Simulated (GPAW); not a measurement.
Runs of GPAW 26.7.0 on CoO. Symmetry: Fm-3m, No. 225, cubic system. The conventional cell has a = 4.263 Å, b = 4.263 Å, c = 4.263 Å, α = 90.00°, β = 90.00°, γ = 90.00°. Around Co (site symmetry m-3m) lie 6 O at 2.13 Å. O (site symmetry m-3m) is surrounded by 6 Co at 2.13 Å. 

| task | level | potentials or basis | cell | k mesh | cutoff (eV) | smearing | optimizer | fmax | max steps | target pressure | convergence | mesh quality | gap on the mesh (eV) | pressure (GPa) | moment (μB) |
| --- | --- | --- | --- | --- | --- | --- | --- | --- | --- | --- | --- | --- | --- | --- | --- |
| relaxation of cell and atoms | RPBE+D4 | the program's PAW data sets (release 1.2.1) made for this functional, pw | relaxed to 10 GPa | 11 × 11 × 11 | 800 | fermi-dirac 0.05 eV | FIRE | 0.01 eV/Å | 100 | 10 GPa | density=1e-05 forces=0.0001 | not flagged | none | 9.9 | (b) |
| electron localisation function | BLYP | PAW data sets generated in the run's folder for this functional, pw | as given | 7 × 7 × 7 | 680 | fermi-dirac 0.01 eV | - | - | - | - | - | coarse | none | (a) | 2.62 |
| relaxation of cell and atoms | revPBE+D3(BJ) | the program's PAW data sets (release 1.2.1) made for this functional, pw | relaxed to 5 GPa | 11 × 11 × 11 | 800 | fermi-dirac 0.05 eV | BFGS | 0.01 eV/Å | 100 | 5 GPa | density=1e-05 forces=0.0001 | not flagged | none | 4.9 | 2.94 |
| Fermi surface | BLYP+D3(BJ)+ATM | PAW data sets generated in the run's folder for this functional, pw | as given | 7 × 7 × 7 | 680 | fermi-dirac 0.01 eV | - | - | - | - | - | coarse | none | -5.9 | 2.62 |
| relaxation of cell and atoms | revPBE+D4 | the program's PAW data sets (release 1.2.1) made for this functional, pw | relaxed | 11 × 11 × 11 | 800 | fermi-dirac 0.05 eV | BFGS | 0.02 eV/Å | 40 | - | density=1e-05 forces=0.0001 | not flagged | none | 0.0 | 2.91 |

Alike in all rows: spin collinear, ferromagnetic start.

Estimate the missing entries.

(a) 2.4; (b) 2.80.

Caveats: some runs use coarse meshes; a cell with one magnetic atom can't hold antiferromagnetic order, which such compounds often take; semilocal functionals often make such compounds metallic where correlation or magnetic order opens a gap, which also shifts bond lengths; pairwise dispersion overbinds metals, which lowers pressure and volume (some runs); each step starts from the last one's moments, so a moment once lost doesn't come back (some runs); later steps reuse the first step's grids (some runs); the cutoff is short for stress and forces, so pressures can be off by a GPa or more (some runs).

A gap of «none» marks a metal or a gap under the smearing width.

Runs at the PBE level aren't shown here.
